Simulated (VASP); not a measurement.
Here is a VASP 6.6.1 calculation.

INCAR

```
PREC = Accurate
ENCUT = 520
EDIFF = 1E-7
ISMEAR = 0
SIGMA = 0.03
LREAL = F
LASPH = T
NELM = 80
ALGO = Normal
ISIF = 2
LWAVE = F
LCHARG = F
LDIPOL = T
IDIPOL = 3
DIPOL = 0.5 0.5 0.500
LVHAR = T
LVACPOTAV = T
ICORELEVEL = 1
KPAR = 2
```

KPOINTS

```
Automatic mesh
0
Gamma
  6 6 1
```

Contents of POSCAR:

```
PbSe                                    
1.0
    4.2750318300      0.0000000000      0.0000000000
    0.0000000000      4.2750318300      0.0000000000
    0.0000000000      0.0000000000     27.0916160000
  Pb              Se            
     5     5
Direct
     0.5000000000000000    0.5000000000000000    0.2813119342725356
     1.0000000000000000    0.0000000000000000    0.3861002074893989
     0.5000000000000000    0.5000000000000000    0.5000000000000000
     0.0000000000000000    0.0000000000000000    0.6138997925106012
     0.5000000000000000    0.5000000000000000    0.7186880657274645
     0.0000000000000000    0.0000000000000000    0.2788869588165006
     0.5000000000000000    0.5000000000000000    0.3871764531178248
     0.0000000000000000    0.0000000000000000    0.5000000000000000
     0.5000000000000000    0.5000000000000000    0.6128235468821753
     0.0000000000000000    0.0000000000000000    0.7211130411834992
```

Potentials or basis: VASP PAW LDA potentials, release 64 (Pb_d, Se).

Run with:

```sh
$ cat potpaw_LDA.64/Pb_d/POTCAR potpaw_LDA.64/Se/POTCAR > POTCAR
$ mpirun -np 2 vasp_std > vasp.out
```

(1) Estimate the band gap on the k mesh.

(2) Predict the ionisation potential of the upper face.

## Answers

(1) 0.54 eV, direct.

(2) 4.62 eV.

Caveat: spin-orbit coupling is left out, which as a rule narrows the gap of such compounds by several tenths of an eV.
